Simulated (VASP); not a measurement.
# Cu in VASP: further runs

The runs below take Cu through single point, with PBE.

Program: VASP 6.6.1. These are calculated values, not measurements. Logs are shortened: lines on timing, memory, paths and dates and some standing lists are left out, and cuts for length are marked.

### 1 The structure

The cell holds a slab with vacuum, 28 atoms: a = 7.700 Å, b = 7.700 Å, c = 15.630 Å, α = 90.00°, β = 90.00°, γ = 90.00°.

The cell was built by a generator and needn't be a form met in nature.

### 2 Single point, PBE

File INCAR:

```
SYSTEM = Cu
  PREC = Accurate
  ENCUT = 520
  EDIFF = 1E-6
  ISMEAR = 0
  SIGMA = 0.1
  LREAL = Auto
  LASPH = .True.
  NELM = 100
  ALGO = Fast
  ISIF = 2
  LWAVE = .False.
  LCHARG = .False.
  GGA = PE
  NBANDS = 174
```

File KPOINTS:

```
regular mesh
0
Gamma
  3 3 1
  0 0 0
```

File POSCAR:

```
Cu
1.0
    7.7003928471      0.0000000000      0.0000000000
    0.0000000000      7.7003928471      0.0000000000
    0.0000000000      0.0000000000     15.6300000000
Cu
28
Direct
    0.0000000000      0.0000000000      0.3838771593
    0.3333333832      0.0000000000      0.3838771593
    0.6666666366      0.0000000000      0.3838771593
    0.0000000000      0.3333333832      0.3838771593
    0.3333333832      0.3333333832      0.3838771593
    0.6666666366      0.3333333832      0.3838771593
    0.0000000000      0.6666666366      0.3838771593
    0.3333333832      0.6666666366      0.3838771593
    0.6666666366      0.6666666366      0.3838771593
    0.1679557168      0.1666669513      0.4956689699
    0.5024678710      0.1666669513      0.4954811260
    0.8375858385      0.1666678604      0.4983598209
    0.1664193016      0.4988941573      0.4959628919
    0.5017032347      0.4997620351      0.4953428023
    0.8357152846      0.4981079636      0.4977178503
    0.1664190419      0.8344419730      0.4959635956
    0.5017011569      0.8335752639      0.4953438900
    0.8357135964      0.8352277770      0.4977175944
    0.0093731582      0.0025505192      0.6152083813
    0.3412366164     -0.0073944279      0.6076246961
    0.6701363297      0.0010031956      0.6103115163
    0.0093782228      0.3307871495      0.6152095969
    0.3412414213      0.3407313175      0.6076211132
    0.6701400958      0.3323348628      0.6103119642
    0.0013182444      0.6666680651      0.6089200896
    0.3328805492      0.6666679353      0.6083730646
    0.6659130387      0.6666681950      0.6078639155
    0.2487631525      0.1666813662      0.7208040307
```

Potentials or basis: VASP PAW PBE potentials, release 64 (Cu).

Run with:

```bash
$ cat potpaw_PBE.64/Cu/POTCAR > POTCAR
$ mpirun -np 1 vasp_std > vasp.out
```

OUTCAR:

```text
SYSTEM = Cu
   PREC = Accurate
   ENCUT = 520
   EDIFF = 1E-6
   ISMEAR = 0
   LREAL = Auto
   LASPH = .True.
   NELM = 100
   ISIF = 2
   GGA = PE

 ion  position               nearest neighbor table
   1  0.000  0.000  0.384-  16 2.52  10 2.52  18 2.53  12 2.53   3 2.57   7 2.57   4 2.57   2 2.57

   2  0.333  0.000  0.384-  10 2.51  16 2.52  17 2.52  11 2.53   3 2.57   8 2.57   5 2.57   1 2.57

   3  0.667  0.000  0.384-  11 2.51  17 2.51  18 2.54  12 2.57   2 2.57   1 2.57   9 2.57   6 2.57
[... 45 lines left out ...]
  26  0.333  0.667  0.608-  23 2.51  20 2.51  16 2.53  13 2.53  17 2.54  14 2.54  25 2.55  27 2.56

  27  0.666  0.667  0.608-  17 2.52  14 2.52  18 2.52  15 2.52  26 2.56  24 2.57  21 2.58  25 2.58

  28  0.249  0.167  0.721-  23 2.33  20 2.33  22 2.78  19 2.78

  LATTYP: Found a simple tetragonal cell.
 ALAT       =     7.7003928471
 C/A-ratio  =     2.0297665730

  Lattice vectors:

 A1 = (   7.7003928471,   0.0000000000,   0.0000000000)
 A2 = (   0.0000000000,   7.7003928471,   0.0000000000)
 A3 = (   0.0000000000,   0.0000000000,  15.6300000000)

Analysis of symmetry for initial positions (statically):
=====================================================================
 Subroutine PRICEL returns:
 Original cell was already a primitive cell.

 Routine SETGRP: Setting up the symmetry group for a
 simple tetragonal supercell.

 Subroutine GETGRP returns: Found  1 space group operations
 (whereof  1 operations were pure point group operations)
 out of a pool of 16 trial point group operations.

The static configuration has the point symmetry C_1 .

Analysis of symmetry for dynamics (positions and initial velocities):
=====================================================================
 Subroutine PRICEL returns:
 Original cell was already a primitive cell.

 Routine SETGRP: Setting up the symmetry group for a
 simple tetragonal supercell.

 Subroutine GETGRP returns: Found  1 space group operations
 (whereof  1 operations were pure point group operations)
 out of a pool of 16 trial point group operations.

The dynamic configuration has the point symmetry C_1 .

 Subroutine INISYM returns: Found  1 space group operations
 (whereof  1 operations are pure point group operations),
 and found     1 'primitive' translations

----------------------------------------------------------------------------------------

                                     Primitive cell

  volume of cell :     926.7973

  direct lattice vectors                    reciprocal lattice vectors
     7.700392847  0.000000000  0.000000000     0.129863504  0.000000000  0.000000000
     0.000000000  7.700392847  0.000000000     0.000000000  0.129863504  0.000000000
     0.000000000  0.000000000 15.630000000     0.000000000  0.000000000  0.063979527

  length of vectors
     7.700392847  7.700392847 15.630000000     0.129863504  0.129863504  0.063979527

  position of ions in fractional coordinates (direct lattice)
     0.000000000  0.000000000  0.383877159
     0.333333383  0.000000000  0.383877159
     0.666666637  0.000000000  0.383877159
     0.000000000  0.333333383  0.383877159
     0.333333383  0.333333383  0.383877159
     0.666666637  0.333333383  0.383877159
[... 20 lines left out ...]
     0.665913039  0.666668195  0.607863915
     0.248763152  0.166681366  0.720804031

  ion indices of the primitive-cell ions
   primitive index   ion index
                 1           1
                 2           2
                 3           3
                 4           4
                 5           5
                 6           6
[... 20 lines left out ...]
                27          27
                28          28

----------------------------------------------------------------------------------------

 KPOINTS: regular mesh

Automatic generation of k-mesh.
 Grid dimensions read from file:
 generate k-points for:    3    3    1

 Generating k-lattice:

  Cartesian coordinates                     Fractional coordinates (reciprocal lattice)
     0.043287835  0.000000000  0.000000000     0.333333333  0.000000000  0.000000000
     0.000000000  0.043287835  0.000000000     0.000000000  0.333333333  0.000000000
     0.000000000  0.000000000  0.063979527     0.000000000  0.000000000  1.000000000

  Length of vectors
     0.043287835  0.043287835  0.063979527

  Shift w.r.t. Gamma in fractional coordinates (k-lattice)
     0.000000000  0.000000000  0.000000000

 Subroutine IBZKPT returns following result:
 ===========================================

 Found      5 irreducible k-points:

 Following reciprocal coordinates:
            Coordinates               Weight
  0.000000  0.000000  0.000000      1.000000
  0.333333  0.000000  0.000000      2.000000
  0.000000  0.333333  0.000000      2.000000
  0.333333  0.333333  0.000000      2.000000
 -0.333333  0.333333  0.000000      2.000000
   k-points           NKPTS =      5   k-points in BZ     NKDIM =      5   number of bands    NBANDS=    174
   number of dos      NEDOS =    301   number of ions     NIONS =     28
   total plane-waves  NPLWV = 432000
   dimension x,y,z NGX =    60 NGY =   60 NGZ =  120
   dimension x,y,z NGXF=   120 NGYF=  120 NGZF=  240
   ions per type =              28
   NGX,Y,Z   is equivalent  to a cutoff of  12.95, 12.95, 12.76 a.u.
   NGXF,Y,Z  is equivalent  to a cutoff of  25.91, 25.91, 25.53 a.u.
 SYSTEM =  Cu
   PREC   = accura    normal or accurate (medium, high low for compatibility)
   ISTART =      0    job   : 0-new  1-cont  2-samecut
   ICHARG =      2    charge: 1-file 2-atom 10-const
   ISPIN  =      1    spin polarized calculation?
   LNONCOLLINEAR =      F non collinear calculations
   LSORBIT =      F    spin-orbit coupling
   LASPH  =      T    aspherical Exc in radial PAW
   ENCUT  =  520.0 eV  38.22 Ry    6.18 a.u.  14.32 14.32 29.06*2*pi/ulx,y,z
   NELM   =    100;   NELMIN=  2; NELMDL= -5     # of ELM steps
   EDIFF  = 0.1E-05   stopping-criterion for ELM
   LREAL  =      T    real-space projection
   EDIFFG = 0.1E-04   stopping-criterion for IOM
   NSW    =      0    number of steps for IOM
   IBRION =     -1    ionic relax: 0-MD 1-quasi-New 2-CG
   NFREE  =      0    steps in history (QN), initial steepest desc. (CG)
   ISIF   =      2    stress and relaxation
   ISYM   =      2    0-nonsym 1-usesym 2-fastsym
   POTIM  = 0.5000    time-step for ionic-motion
   TEBEG  =    0.0;   TEEND  =   0.0 temperature during run
   PSTRESS=    0.0 pullay stress
   NELECT =     308.0000    total number of electrons
   NUPDOWN=      -1.0000    fix difference up-down
   EMIN   =  10.00;   EMAX   =-10.00  energy-range for DOS
   EFERMI =   0.00;   METHOD = LEGACY
   ISMEAR =     0;   SIGMA  =   0.10  broadening in eV -4-tet -1-fermi 0-gaus
   EFERMI_NEDOS =   21; number of points for ismear=-14 and -15
   IALGO  =     68    algorithm
   IMIX   =      4    mixing-type and parameters
     AMIX     =   0.40;   BMIX     =  1.00
     AMIX_MAG =   1.60;   BMIX_MAG =  1.00
  volume/ion in A,a.u.               =      33.10       223.37
  Fermi-wavevector in a.u.,A,eV,Ry     =   1.133958  2.142869 17.495186  1.285860
  Thomas-Fermi vector in A             =   2.270661
   LORBIT       =      0    0 simple, 1 ext, 2 COOP (PROOUT), +10 PAW based schemes
   GGA     = PE    functional components
   LHFCALC =     F    Hartree Fock is set to
   AEXX    =    0.0000 exact exchange contribution
   IVDW    =     0    specifies the selected vdW correction
   LEPSILON=     F    determine dielectric tensor
   LRPA    =     F    only Hartree local field effects (RPA)
 non-spin polarized calculation
 RMM-DIIS sequential band-by-band and
 Gauss-broadening in eV      SIGMA  =   0.10
  energy-cutoff  :      520.00
  volume of cell :      926.80
 maximum number of plane-waves:     24995
 NGX is ok and might be reduce to    60
   NGX = 29   NGY = 29   NGZ = 59

 number of electron     307.9999662 magnetization

 Free energy of the ion-electron system (eV)
  ---------------------------------------------------
  ext. energy  EPLUGINS =         0.00000000
  ---------------------------------------------------
  free energy    TOTEN  =       -92.92499632 eV

  energy without entropy =      -92.89917499  energy(sigma->0) =      -92.91208566

 E-fermi :  -0.0814     XC(G=0):  -5.7956

 val. band max:       -0.1381006144   @ k =   0.3333   0.0000   0.0000
 cond. band min:       0.1195372992   @ k =   0.0000   0.3333   0.0000
 fundamental gap:      0.2576379135
 Fermi energy:        -0.0813883042

 k-point     1 :       0.0000    0.0000    0.0000
  band No.  band energies     occupation
      1      -8.4066      2.00000
      2      -6.1262      2.00000
      3      -6.1041      2.00000
      4      -6.1002      2.00000
      5      -6.0728      2.00000
      6      -5.9370      2.00000
[... 158 lines left out ...]
    165       2.5480      0.00000
    166       3.4300      0.00000

 k-point     2 :       0.3333    0.0000    0.0000
  band No.  band energies     occupation
      1      -8.1201      2.00000
      2      -7.2929      2.00000
      3      -5.8694      2.00000
      4      -5.8629      2.00000
      5      -5.7124      2.00000
      6      -5.2619      2.00000
[... 158 lines left out ...]
    165       2.7317      0.00000
    166       2.7797      0.00000

 k-point     3 :       0.0000    0.3333    0.0000
  band No.  band energies     occupation
      1      -8.1191      2.00000
      2      -7.2947      2.00000
      3      -5.8729      2.00000
      4      -5.8633      2.00000
      5      -5.7017      2.00000
      6      -5.2662      2.00000
[... 158 lines left out ...]
    165       2.7104      0.00000
    166       2.7748      0.00000

 k-point     4 :       0.3333    0.3333    0.0000
  band No.  band energies     occupation
      1      -7.8361      2.00000
      2      -7.0364      2.00000
      3      -7.0109      2.00000
      4      -6.2681      2.00000
      5      -5.4819      2.00000
      6      -4.9203      2.00000
[... 158 lines left out ...]
    165       1.9223      0.00000
    166       1.9450      0.00000

 k-point     5 :      -0.3333    0.3333    0.0000
  band No.  band energies     occupation
      1      -7.8361      2.00000
      2      -7.0364      2.00000
      3      -7.0109      2.00000
      4      -6.2681      2.00000
      5      -5.4819      2.00000
      6      -4.9203      2.00000
[... 158 lines left out ...]
    165       1.9223      0.00000
    166       1.9450      0.00000
 [bands above 166 left out]

------------------------ aborting loop because EDIFF is reached ----------------------------------------

  FORCE on cell =-STRESS in cart. coord.  units (eV):
  Direction    XX          YY          ZZ          XY          YZ          ZX
  --------------------------------------------------------------------------------------
  -------------------------------------------------------------------------------------
  Total       -8.8084392     -7.5198424      0.1831671      0.0000795     -0.0007526     -2.2252374
  in kB      -15.2273665    -12.9997374      0.3166456      0.0001374     -0.0013010     -3.8468229
  external PRESSURE =      -9.3034861 kB  Pullay stress =       0.0000000 kB

 VOLUME and BASIS-vectors are now :
 -----------------------------------------------------------------------------
  energy-cutoff  :      520.00
  volume of cell :      926.80
      direct lattice vectors                 reciprocal lattice vectors
     7.700392847  0.000000000  0.000000000     0.129863504  0.000000000  0.000000000
     0.000000000  7.700392847  0.000000000     0.000000000  0.129863504  0.000000000
     0.000000000  0.000000000 15.630000000     0.000000000  0.000000000  0.063979527

 POSITION                                       TOTAL-FORCE (eV/Angst)
 -----------------------------------------------------------------------------------
      0.00000      0.00000      6.00000        -0.032057     -0.009129     -0.008772
      2.56680      0.00000      6.00000         0.030947     -0.011014     -0.010245
      5.13359      0.00000      6.00000         0.088038      0.004557     -0.028446
      0.00000      2.56680      6.00000        -0.032049      0.009144     -0.008774
      2.56680      2.56680      6.00000         0.030960      0.011027     -0.010222
      5.13359      2.56680      6.00000         0.088052     -0.004544     -0.028436
[... 20 lines left out ...]
      5.12779      5.13361      9.50091        -0.000542      0.000002      0.018183
      1.91557      1.28351     11.26617        -0.686439     -0.000127     -0.085360
 -----------------------------------------------------------------------------------
    total drift:                                0.010549      0.000078      0.003335

  FREE ENERGIE OF THE ION-ELECTRON SYSTEM (eV)
  ---------------------------------------------------
  free  energy   TOTEN  =       -92.9249963189 eV

  energy  without entropy=      -92.8991749919  energy(sigma->0) =      -92.91208566
```

Run time: 22 min. Hardware: 1 thread of Intel Xeon 6975P-C (Granite Rapids), shared host; peak memory 1.1 GiB.

Results:

```yaml
Free_energy: -92.9250 eV
Largest_force: 0.692 eV/Å
Band_gap_on_the_k_mesh: none (metal or under the smearing width)
```

Forces in eV/Å, atoms in the order of the input:
```
Cu  -0.032 -0.009 -0.009
Cu   0.031 -0.011 -0.010
Cu   0.088  0.005 -0.028
Cu  -0.032  0.009 -0.009
Cu   0.031  0.011 -0.010
Cu   0.088 -0.005 -0.028
Cu  -0.041  0.000 -0.009
Cu  -0.004  0.000 -0.065
Cu   0.102  0.000  0.001
Cu   0.016  0.000  0.005
Cu   0.018  0.000  0.002
Cu   0.034  0.000  0.002
Cu   0.000 -0.004  0.006
Cu   0.014  0.007 -0.006
Cu   0.018 -0.003  0.003
Cu   0.000  0.004  0.006
Cu   0.014 -0.007 -0.006
Cu   0.018  0.003  0.003
Cu   0.052  0.003  0.070
Cu   0.065  0.001  0.013
Cu   0.048 -0.004 -0.004
Cu   0.052 -0.003  0.070
Cu   0.066  0.000  0.013
Cu   0.048  0.004 -0.004
Cu   0.001  0.000  0.037
Cu  -0.007  0.000  0.026
Cu  -0.001  0.000  0.018
Cu  -0.686  0.000 -0.085
```

### 3 Single point, PBE

File INCAR:

```
PREC = Accurate ; ENCUT = 520
EDIFF = 1E-7 ; ISMEAR = 0
SIGMA = 0.1 ; LREAL = Auto
LASPH = T ; NELM = 100
ALGO = Fast ; ISIF = 2
LWAVE = F ; LCHARG = F
GGA = PE ; NBANDS = 174
```

File KPOINTS:

```
Automatic mesh
0
Gamma
  3 3 1
```

File POSCAR:

```
Cu
1.0
    7.7003928471      0.0000000000      0.0000000000
    0.0000000000      7.7003928471      0.0000000000
    0.0000000000      0.0000000000     15.6300000000
Cu
28
Direct
    0.0000000000      0.0000000000      0.3838771593
    0.3333333832      0.0000000000      0.3838771593
    0.6666666366      0.0000000000      0.3838771593
    0.0000000000      0.3333333832      0.3838771593
    0.3333333832      0.3333333832      0.3838771593
    0.6666666366      0.3333333832      0.3838771593
    0.0000000000      0.6666666366      0.3838771593
    0.3333333832      0.6666666366      0.3838771593
    0.6666666366      0.6666666366      0.3838771593
    0.1666903268      0.1666785092      0.4963409469
    0.4988514322      0.1666709771      0.4964056302
    0.8345382018      0.1666685097      0.4964303903
    0.1666740938      0.4988377965      0.4964117083
    0.4992645280      0.4992729691      0.4963841331
    0.8340944582      0.4992134916      0.4964294946
    0.1666716264      0.8345237870      0.4964241203
    0.4992323218      0.8340756280      0.4964075496
    0.8341173142      0.8341257553      0.4964501599
   -0.0027659628     -0.0027641447      0.6116732566
    0.3361727189     -0.0028473872      0.6116151631
    0.6666778049      0.0008371001      0.6090744082
   -0.0028020648      0.3361285653      0.6116454894
    0.3362306380      0.3362336249      0.6115818938
    0.6666874148      0.3325236843      0.6090614203
    0.0008512553      0.6666698832      0.6090810621
    0.3325369304      0.6666793632      0.6090552143
    0.6667041672      0.6666854668      0.6077195777
    0.1669165490      0.1667898022      0.7116486244
```

Potentials or basis: VASP PAW PBE potentials, release 64 (Cu).

Run with:

```bash
$ cat potpaw_PBE.64/Cu/POTCAR > POTCAR
$ mpirun -np 1 vasp_std > vasp.out
```

Run time: 30 min. Hardware: 1 thread of Intel Xeon Platinum 8375C at 2.90GHz (Ice Lake), shared host; peak memory 1.1 GiB.

Results (log left out):

| Property | Result |
| --- | --- |
| Free energy | -93.2103 eV |
| Largest force | 0.041 eV/Å |
| Band gap on the k mesh | none (metal or under the smearing width) |

Forces in eV/Å, atoms in the order of the input:
```
Cu  -0.014 -0.014  0.000
Cu   0.014 -0.014  0.000
Cu   0.001 -0.002 -0.038
Cu  -0.014  0.014  0.000
Cu   0.014  0.014 -0.001
Cu   0.001  0.002 -0.039
Cu  -0.003  0.000 -0.037
Cu   0.001  0.000 -0.039
Cu   0.002  0.001  0.001
Cu  -0.001  0.000  0.004
Cu  -0.006  0.000 -0.005
Cu   0.006 -0.001 -0.007
Cu  -0.001 -0.006 -0.006
Cu   0.000 -0.001 -0.002
Cu   0.002  0.001 -0.005
Cu  -0.001  0.006 -0.006
Cu   0.001  0.002 -0.004
Cu   0.001  0.000 -0.006
Cu  -0.012 -0.013  0.010
Cu   0.013 -0.011  0.011
Cu   0.000  0.000  0.020
Cu  -0.011  0.013  0.010
Cu   0.011  0.010  0.012
Cu   0.000  0.000  0.021
Cu   0.000  0.000  0.020
Cu   0.000  0.000  0.021
Cu  -0.001 -0.001  0.024
Cu  -0.002 -0.001  0.041
```

Levels at points of the mesh, in eV from the Fermi level:
```
           k point  band 151  band 152  band 153  band 154  band 155  band 156  band 157  band 158  band 159  band 160
(0.00, 0.00, 0.00)     -1.06     -0.91     -0.88     -0.85     -0.85      0.45      1.02      1.02      1.18      1.19
```

(Part 1 of 2 ends here.)
